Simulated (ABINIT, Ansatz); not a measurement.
# BeTe (F-43m): one start, several treatments of the self-energy

Wanted: the gap of BeTe (F-43m) under several approximations, with cost.

Method: PBE and many-body steps on it, plane waves, in ABINIT 10.8.3.

**Experimental background.**

- Gap 2.8 eV: absolute (indirect, Gamma to X) gap, second literature value; film (quoted from earlier experiment) (quoted in “The band structure of BeTe - a combined experimental and theoretical study”, 1997, arxiv:cond-mat/9712266).

- Gap 2.7 eV: absolute (indirect, Gamma to X) gap; bulk crystal (quoted from earlier experiment) (quoted in “The band structure of BeTe - a combined experimental and theoretical study”, 1997, arxiv:cond-mat/9712266).

## 1. Set-up

Symmetry: F-43m, No. 216, cubic system. The conventional cell has a = 5.663 Å, b = 5.663 Å, c = 5.663 Å, α = 90.00°, β = 90.00°, γ = 90.00°. Be has 4 Te at 2.45 Å nearest. Nearest to Te lie 4 Be at 2.45 Å. Farther neighbours and most contacts between anions are not listed.

Coordinates:

```cif
data_structure
_symmetry_space_group_name_H-M 'P 1'
_symmetry_Int_Tables_number 1
_cell_length_a 4.0043
_cell_length_b 4.0043
_cell_length_c 4.0043
_cell_angle_alpha 60.000
_cell_angle_beta 60.000
_cell_angle_gamma 60.000
_cell_volume 45.40
loop_
_atom_site_label
_atom_site_type_symbol
_atom_site_fract_x
_atom_site_fract_y
_atom_site_fract_z
_atom_site_occupancy
Be1 Be 0.00000 0.00000 0.00000 1
Te2 Te 0.75000 0.75000 0.75000 1
```

The cell and positions are those that the Materials Project relaxed with its own functionals (PBE, PBE+U or r2SCAN), kept fixed. Spin-orbit coupling is left out unless a step names it.

## 2. Empty states on the mesh, 6×6×6 mesh, 429 bands

This step: ABINIT 10.8.3; DFT, PBE, plane waves, norm-conserving pseudopotentials.

The sums over transitions need many empty states on a uniform mesh; this step solves for them.

Contents of run.abi:

```
acell 3*1.0 Angstrom
rprim 
  -0.000000000000 2.831458787600 2.831458787600
  2.831458787600 0.000000000000 2.831458787600
  2.831458787600 2.831458787600 0.000000000000
ntypat 2
znucl 4 52
natom 2
typat 1 2
xred 
  0.000000000000 0.000000000000 0.000000000000
  0.750000000000 0.750000000000 0.750000000000
pp_dirpath "pseudos"
pseudos "Be.upf, Te.upf"
ecut 49
ngkpt 6 6 6
nshiftk 1
shiftk 0 0 0
kptopt 1
chksymbreak 0
irdden 1
istwfk *1
nband 429
prtvol 0
optdriver 6
gwr_task "HDIAGO"
paral_kgb 0
occopt 1
indata_prefix "in"
outdata_prefix "out"
tmpdata_prefix "tmp"
```

Started as:

```bash
> OMP_NUM_THREADS=1 mpirun -n 8 abinit run.abi > log
```

The program printed:

```text
.Version 10.8.3 of ABINIT. v10.8.2 released Aug 2026.

 Symmetries : space group F-4 3 m (#216); Bravais cF (face-center cubic)
[... echo of the input left out ...]
== DATASET  1 ==================================================================
-   mpi_nproc: 8, omp_nthreads: 1 (-1 if OMP is not activated)

--- !DatasetInfo
iteration_state: {dtset: 1, }
dimensions: {natom: 2, nkpt: 16, mband: 429, nsppol: 1, nspinor: 1, nspden: 1, mpw: 5040, }
cutoff_energies: {ecut:  49.0, pawecutdg:  -1.0, }
[...]
Indirect band gap semiconductor
 Fundamental gap:     2.027 (eV)
   VBM:     5.603 (eV) at k: [ 0.0000E+00,  0.0000E+00,  0.0000E+00]
   CBM:     7.630 (eV) at k: [ 5.0000E-01,  5.0000E-01,  0.0000E+00]
 Direct gap:         3.644 (eV) at k: [ 0.0000E+00,  0.0000E+00,  0.0000E+00]

== END DATASET(S) ==============================================================
================================================================================

 -outvars: echo values of variables after computation  --------
           etotal      0.0000000000E+00
            nband         429
             nkpt          16
          spgroup         216
 [... the other variables as echoed above ...]

 Calculation completed.
```

The job ended after 4.9 min (8 MPI ranks of Arm Neoverse N1, shared host; peak memory 11 GiB; 39 min of CPU time).

Numbers from this step:

```
gap                                                           : 2.027 eV
k of the valence top                                          : 0, 0, 0
k of the conduction bottom                                    : 0.5, 0.5, 0
least direct gap                                              : 3.644 eV
k points computed                                             : 16
lowest point of the top converged band, above the valence top : 236.4111 eV
```

On this mesh the gap is 2.027 eV.

The density comes from a self-consistent run that is not shown.

## 3. Screening, 6×6×6 mesh, 180 bands, screening to 212.2 eV

The RPA dielectric matrix is built and inverted for each q.

This step: RPA screening on PBE, plane waves, norm-conserving pseudopotentials.

run.abi: that of step 2 with these lines changed.

```diff
@@ -20,10 +20,11 @@
 chksymbreak 0
-irdden 1
 istwfk *1
-nband 429
-prtvol 0
-optdriver 6
-gwr_task "HDIAGO"
-paral_kgb 0
 occopt 1
+irdwfk 1
+optdriver 3
+nband 180
+ecuteps 7.8
+inclvkb 2
+awtr 1
+symchi 1
 indata_prefix "in"
```

The program printed:

```text
.Version 10.8.3 of ABINIT. v10.8.2 released Aug 2026.

 Symmetries : space group F-4 3 m (#216); Bravais cF (face-center cubic)
[... echo of the input left out ...]
== DATASET  1 ==================================================================
-   mpi_nproc: 8, omp_nthreads: 1 (-1 if OMP is not activated)

--- !DatasetInfo
iteration_state: {dtset: 1, }
dimensions: {natom: 2, nkpt: 16, mband: 180, nsppol: 1, nspinor: 1, nspden: 1, mpw: 5040, }
cutoff_energies: {ecut:  49.0, pawecutdg:  -1.0, }
electrons: {nelect:   2.80000000E+01, charge:   0.00000000E+00, occopt:   1.00000000E+00, tsmear:   1.00000000E-02, }

 SCREENING: Calculation of the susceptibility and dielectric matrices

 Based on a program developped by R.W. Godby, V. Olevano, G. Onida, and L. Reining.
 Incorporated in ABINIT by V. Olevano, G.-M. Rignanese, and M. Torrent.
.Using double precision arithmetic ; gwpc =  8

[... cell and pseudopotentials left out ...]
--------------------------------------------------------------------------------

 ==== K-mesh for the wavefunctions ====
 Number of points in the irreducible wedge :    16
[... list of points left out ...]
 Together with 24 symmetry operations and time-reversal symmetry
 yields   216 points in the full Brillouin Zone.

 ==== Q-mesh for the screening function ====
 Number of points in the irreducible wedge :    16
[... list of points left out ...]
 Together with 24 symmetry operations and time-reversal symmetry
 yields   216 points in the full Brillouin Zone.

 setmesh: FFT mesh size selected  =    36x   36x   36
          total number of points  =        46656

 vcoul_init : cutoff-mode = AUXILIARY_FUNCTION
 q-points for optical limit:   1
     1)      0.000010    0.000020    0.000030

- screening: taking advantage of time-reversal symmetry
- Maximum band index for partially occupied states nbvw = 14
- Remaining bands to be divided among processors   nbcw = 166
- Number of bands treated by each node ~20

 Number of electrons calculated from density =   28.0000; Expected =   28.0000
 average of density, n =  0.091390
 r_s =    1.3772
 omega_plasma =   29.1612 [eV]

 calculating chi0 at frequencies [eV] :
  1    0.000000E+00    0.000000E+00
  2    0.000000E+00    2.916124E+01

--------------------------------------------------------------------------------
  q-point number  1        q = ( 0.000000, 0.000000, 0.000000) [r.l.u.]
--------------------------------------------------------------------------------
[... chi0 elements left out ...]
 For q-point:  0.000010 0.000020 0.000030
  dielectric constant =   7.3312
  dielectric constant without local fields =   8.4843

  Average fulfillment of the sum rule on Im[epsilon] for q-point    1 :     73.99  [%]
[... wings left out ...]
  q-point number  2        q = ( 0.166667, 0.000000, 0.000000) [r.l.u.]
--------------------------------------------------------------------------------
[... chi0 elements left out ...]
  Average fulfillment of the sum rule on Im[epsilon] for q-point    2 :     82.50  [%]

 [... 14 further q-points ...]
```

Elapsed: 17 min, on 8 MPI ranks; peak memory 4.6 GiB.

This step gave:

```
ε∞ with local fields, on this mesh, along the program's q direction : 7.331
the same without local fields                                       : 8.484
plasma frequency                                                    : 29.16 eV
plane waves in the screening matrix                                 : 331
```

Local fields lower ε∞ by 14 %.

## 4. G0W0, Godby-Needs plasmon pole

The self-energy is evaluated for the states that the input lists, and the levels follow from it, in one-shot runs by the linearised quasiparticle equation.

This step: G0W0 on PBE, plane waves, norm-conserving pseudopotentials.

run.abi: that of step 3 with these lines changed.

```diff
@@ -23,8 +23,17 @@
 irdwfk 1
-optdriver 3
+optdriver 4
 nband 180
+gwcalctyp 0
+ecutsigx 49
+symsigma 1
+nkptgw 2
+kptgw 
+  0.0000000000 0.0000000000 0.0000000000
+  0.5000000000 0.5000000000 0.0000000000
+bdgw 
+  12 17
+  13 16
 ecuteps 7.8
-inclvkb 2
-awtr 1
-symchi 1
+irdscr 1
+ppmodel 1
 indata_prefix "in"
```

The program printed:

```text
.Version 10.8.3 of ABINIT. v10.8.2 released Aug 2026.

 Symmetries : space group F-4 3 m (#216); Bravais cF (face-center cubic)
[... echo of the input left out ...]
== DATASET  1 ==================================================================
-   mpi_nproc: 8, omp_nthreads: 1 (-1 if OMP is not activated)

--- !DatasetInfo
iteration_state: {dtset: 1, }
dimensions: {natom: 2, nkpt: 16, mband: 180, nsppol: 1, nspinor: 1, nspden: 1, mpw: 5040, }
cutoff_energies: {ecut:  49.0, pawecutdg:  -1.0, }
electrons: {nelect:   2.80000000E+01, charge:   0.00000000E+00, occopt:   1.00000000E+00, tsmear:   1.00000000E-02, }

 SIGMA: Calculation of the GW corrections

 Based on a program developped by R.W. Godby, V. Olevano, G. Onida, and L. Reining.
 Incorporated in ABINIT by V. Olevano, G.-M. Rignanese, and M. Torrent.
.Using double precision arithmetic ; gwpc =  8

[... cell and pseudopotentials left out ...]
--------------------------------------------------------------------------------

 ==== K-mesh for the wavefunctions ====
 Number of points in the irreducible wedge :    16
[... list of points left out ...]
 Together with 24 symmetry operations and time-reversal symmetry
 yields   216 points in the full Brillouin Zone.

 ==== Q-mesh for screening function ====
 Number of points in the irreducible wedge :    16
[... list of points left out ...]
 Together with 24 symmetry operations and time-reversal symmetry
 yields   216 points in the full Brillouin Zone.

 vcoul_init : cutoff-mode = AUXILIARY_FUNCTION
 q-points for optical limit:   1
     1)      0.000010    0.000020    0.000030
 setmesh: FFT mesh size selected  =    48x   48x   48
          total number of points  =       110592

 Number of electrons calculated from density =   28.0000; Expected =   28.0000
 average of density, n =  0.091390
 r_s =    1.3772
 omega_plasma =   29.1612 [eV]

 === KS Band Gaps ===
  >>>> For spin  1
   Minimum direct gap =   3.6438 [eV], located at k-point      :   0.0000  0.0000  0.0000
   Fundamental gap    =   2.0272 [eV], Top of valence bands at :   0.0000  0.0000  0.0000
                                       Bottom of conduction at :   0.5000  0.5000  0.0000
 SIGMA fundamental parameters:
 PLASMON POLE MODEL  1
 number of plane-waves for SigmaX                 5029
 number of plane-waves for SigmaC and W            331
 number of plane-waves for wavefunctions          5029
 number of bands                                   180
 number of independent spin polarizations            1
 number of spinorial components                      1
 number of k-points in IBZ                          16
 number of q-points in IBZ                          16
 number of symmetry operations                      24
 number of k-points in BZ                          216
 number of q-points in BZ                          216
 number of frequencies for dSigma/dE                 9
 frequency step for dSigma/dE [eV]                0.25
 number of omega for Sigma on real axis              0
 max omega for Sigma on real axis  [eV]           0.00
 zcut for avoiding poles [eV]                     0.10

 EPSILON^-1 parameters (SCR file):
 dimension of the eps^-1 matrix on file            331
 dimension of the eps^-1 matrix used               331
 number of plane-waves for wavefunctions          5029
 number of bands                                   180
 number of q-points in IBZ                          16
 number of frequencies                               2
 number of real frequencies                          1
 number of imag frequencies                          1

 matrix elements of self-energy operator (all in [eV])

 Perturbative Calculation

--- !SelfEnergy_ee
iteration_state: {dtset: 1, }
kpoint     : [   0.000,    0.000,    0.000, ]
spin       : 1
KS_gap     :    3.644
QP_gap     :    4.727
Delta_QP_KS:    1.083
data: !SigmaeeData |
     Band     E0 <VxcDFT>   SigX SigC(E0)      Z dSigC/dE  Sig(E)    E-E0       E
       12   5.603 -13.358 -15.092   0.681   0.804  -0.244 -14.204  -0.846   4.756
       13   5.603 -13.358 -15.092   0.681   0.804  -0.244 -14.204  -0.846   4.756
       14   5.603 -13.358 -15.092   0.681   0.804  -0.244 -14.204  -0.846   4.756
       15   9.247 -10.418  -5.939  -4.185   0.803  -0.245 -10.182   0.237   9.483
       16   9.247 -10.418  -5.939  -4.185   0.803  -0.245 -10.182   0.237   9.483
       17   9.247 -10.418  -5.939  -4.185   0.803  -0.245 -10.182   0.237   9.483

--- !SelfEnergy_ee
iteration_state: {dtset: 1, }
kpoint     : [   0.500,    0.500,    0.000, ]
spin       : 1
KS_gap     :    4.605
QP_gap     :    5.616
Delta_QP_KS:    1.010
data: !SigmaeeData |
     Band     E0 <VxcDFT>   SigX SigC(E0)      Z dSigC/dE  Sig(E)    E-E0       E
       13   3.025 -11.867 -14.660   1.515   0.790  -0.266 -12.877  -1.010   2.015
       14   3.025 -11.867 -14.660   1.515   0.790  -0.266 -12.877  -1.010   2.015
       15   7.630  -8.969  -5.172  -3.797   0.817  -0.224  -8.969   0.000   7.630
       16   8.313  -9.819  -5.887  -3.842   0.811  -0.233  -9.747   0.073   8.385

== END DATASET(S) ==============================================================
================================================================================

 -outvars: echo values of variables after computation  --------
           etotal      0.0000000000E+00
            nband         180
             nkpt          16
          spgroup         216
 [... the other variables as echoed above ...]

 Calculation completed.
```

Run time: 57 s. Hardware: 8 MPI ranks; peak memory 4.1 GiB.

Numbers from this step:

| Item | Value |
| --- | --- |
| G0W0 gap on the points computed | 2.874 eV |
| starting gap on the mesh | 2.027 eV |
| k of the valence top | 0, 0, 0 |
| k of the conduction bottom | 0.5, 0.5, 0 |
| Z at the valence top | 0.804 |
| Z at the conduction bottom | 0.817 |
| least direct G0W0 gap on the computed points | 4.727 eV |

The gap on the mesh goes from 2.03 eV to 2.87 eV, a correction of +0.85 eV.

## 5. G0W0, von der Linden-Horsch plasmon pole

run.abi: that of step 4 with these lines changed.

```diff
@@ -37,3 +37,3 @@
 irdscr 1
-ppmodel 1
+ppmodel 3
 indata_prefix "in"
```

The program printed:

```text
.Version 10.8.3 of ABINIT. v10.8.2 released Aug 2026.

 Symmetries : space group F-4 3 m (#216); Bravais cF (face-center cubic)
[... echo of the input left out ...]
== DATASET  1 ==================================================================
-   mpi_nproc: 8, omp_nthreads: 1 (-1 if OMP is not activated)

--- !DatasetInfo
iteration_state: {dtset: 1, }
dimensions: {natom: 2, nkpt: 16, mband: 180, nsppol: 1, nspinor: 1, nspden: 1, mpw: 5040, }
cutoff_energies: {ecut:  49.0, pawecutdg:  -1.0, }
electrons: {nelect:   2.80000000E+01, charge:   0.00000000E+00, occopt:   1.00000000E+00, tsmear:   1.00000000E-02, }

 SIGMA: Calculation of the GW corrections

 Based on a program developped by R.W. Godby, V. Olevano, G. Onida, and L. Reining.
 Incorporated in ABINIT by V. Olevano, G.-M. Rignanese, and M. Torrent.
.Using double precision arithmetic ; gwpc =  8

[... cell and pseudopotentials left out ...]
--------------------------------------------------------------------------------

 ==== K-mesh for the wavefunctions ====
 Number of points in the irreducible wedge :    16
[... list of points left out ...]
 Together with 24 symmetry operations and time-reversal symmetry
 yields   216 points in the full Brillouin Zone.

 ==== Q-mesh for screening function ====
 Number of points in the irreducible wedge :    16
[... list of points left out ...]
 Together with 24 symmetry operations and time-reversal symmetry
 yields   216 points in the full Brillouin Zone.

 vcoul_init : cutoff-mode = AUXILIARY_FUNCTION
 q-points for optical limit:   1
     1)      0.000010    0.000020    0.000030
 setmesh: FFT mesh size selected  =    48x   48x   48
          total number of points  =       110592

 Number of electrons calculated from density =   28.0000; Expected =   28.0000
[...]
number of omega for Sigma on real axis              0
 max omega for Sigma on real axis  [eV]           0.00
 zcut for avoiding poles [eV]                     0.10

 EPSILON^-1 parameters (SCR file):
 dimension of the eps^-1 matrix on file            331
 dimension of the eps^-1 matrix used               331
 number of plane-waves for wavefunctions          5029
 number of bands                                   180
 number of q-points in IBZ                          16
 number of frequencies                               2
 number of real frequencies                          1
 number of imag frequencies                          1

 matrix elements of self-energy operator (all in [eV])

 Perturbative Calculation

--- !SelfEnergy_ee
iteration_state: {dtset: 1, }
kpoint     : [   0.000,    0.000,    0.000, ]
spin       : 1
KS_gap     :    3.644
QP_gap     :    4.865
Delta_QP_KS:    1.221
data: !SigmaeeData |
     Band     E0 <VxcDFT>   SigX SigC(E0)      Z dSigC/dE  Sig(E)    E-E0       E
       12   5.603 -13.358 -15.092  -0.077   0.888  -0.126 -14.966  -1.609   3.994
       13   5.603 -13.358 -15.092  -0.077   0.888  -0.126 -14.966  -1.609   3.994
       14   5.603 -13.358 -15.092  -0.077   0.888  -0.126 -14.966  -1.609   3.994
[...]
--- !SelfEnergy_ee
iteration_state: {dtset: 1, }
kpoint     : [   0.500,    0.500,    0.000, ]
spin       : 1
KS_gap     :    4.605
QP_gap     :    5.848
Delta_QP_KS:    1.243
data: !SigmaeeData |
     Band     E0 <VxcDFT>   SigX SigC(E0)      Z dSigC/dE  Sig(E)    E-E0       E
[...]
15   7.630  -8.969  -5.172  -4.518   0.900  -0.111  -9.618  -0.649   6.981
       16   8.313  -9.819  -5.887  -4.549   0.897  -0.115 -10.373  -0.553   7.759

== END DATASET(S) ==============================================================
================================================================================

 -outvars: echo values of variables after computation  --------
           etotal      0.0000000000E+00
            nband         180
             nkpt          16
          spgroup         216
 [... the other variables as echoed above ...]

 Calculation completed.
```

Run time: 29 s. Hardware: 8 MPI ranks; peak memory 3.7 GiB; 3.8 min of CPU time.

Numbers from this step:

```yaml
g0w0_gap_on_the_points_computed: 2.987 eV
starting_gap_on_the_mesh: 2.027 eV
k_of_the_valence_top: 0, 0, 0
k_of_the_conduction_bottom: 0.5, 0.5, 0
z_at_the_valence_top: 0.888
z_at_the_conduction_bottom: 0.9
least_direct_g0w0_gap_on_the_computed_points: 4.865 eV
```

Against G0W0 in ABINIT (6×6×6 mesh, 180 bands, screening to 212.2 eV, Godby-Needs plasmon pole), the gap moves by +0.113 eV.

## 6. G0W0, Hybertsen-Louie plasmon pole

run.abi: that of step 5 with these lines changed.

```diff
@@ -37,3 +37,3 @@
 irdscr 1
-ppmodel 3
+ppmodel 2
 indata_prefix "in"
```

The program printed:

```text
.Version 10.8.3 of ABINIT. v10.8.2 released Aug 2026.

 Symmetries : space group F-4 3 m (#216); Bravais cF (face-center cubic)
[... echo of the input left out ...]
== DATASET  1 ==================================================================
-   mpi_nproc: 8, omp_nthreads: 1 (-1 if OMP is not activated)

--- !DatasetInfo
iteration_state: {dtset: 1, }
dimensions: {natom: 2, nkpt: 16, mband: 180, nsppol: 1, nspinor: 1, nspden: 1, mpw: 5040, }
cutoff_energies: {ecut:  49.0, pawecutdg:  -1.0, }
[...]
Band     E0 <VxcDFT>   SigX SigC(E0)      Z dSigC/dE  Sig(E)    E-E0       E
[...]
15   7.630  -8.969  -5.172  -4.231   0.873  -0.146  -9.348  -0.379   7.251
       16   8.313  -9.819  -5.887  -4.281   0.869  -0.151 -10.123  -0.303   8.009

== END DATASET(S) ==============================================================
================================================================================

 -outvars: echo values of variables after computation  --------
           etotal      0.0000000000E+00
            nband         180
             nkpt          16
          spgroup         216
 [... the other variables as echoed above ...]

 Calculation completed.
```

It took 58 s on 8 MPI ranks; peak memory 3.9 GiB.

This step gave:

```yaml
g0w0_gap_on_the_points_computed: 3.015 eV
starting_gap_on_the_mesh: 2.027 eV
k_of_the_valence_top: 0, 0, 0
k_of_the_conduction_bottom: 0.5, 0.5, 0
least_direct_g0w0_gap_on_the_computed_points: 4.86 eV
```

Against G0W0 in ABINIT (6×6×6 mesh, 180 bands, screening to 212.2 eV, Godby-Needs plasmon pole), the gap moves by +0.141 eV.

(Continued in part 2 of 2.)

[Paths, hosts, dates, memory and timing lines, banners, echoed tables and standing remarks are left out of the program output.]

[Logs are printed without paths, hosts, clocks, repeated set-up lines and the standing remarks that a program may print on its own settings, such as how far it seeks lower states.]

[Runs of the session that timed out or met a known fault of the program may be left out.]

[Hosts, paths, dates, database ids (printed as entryN), source tags and the programs' standing remarks are cut or masked in the printed files.]

[G0W0 gaps are taken among the corrected bands and points alone; a level outside them can change the order at an edge.]

[Where Ansatz stands beside ABINIT at settings called matched, ABINIT's density can come from a denser mesh and the files from another edition; pairs whose starting gaps differed by over 0.03 eV were left out, so agreement reads better than it is.]
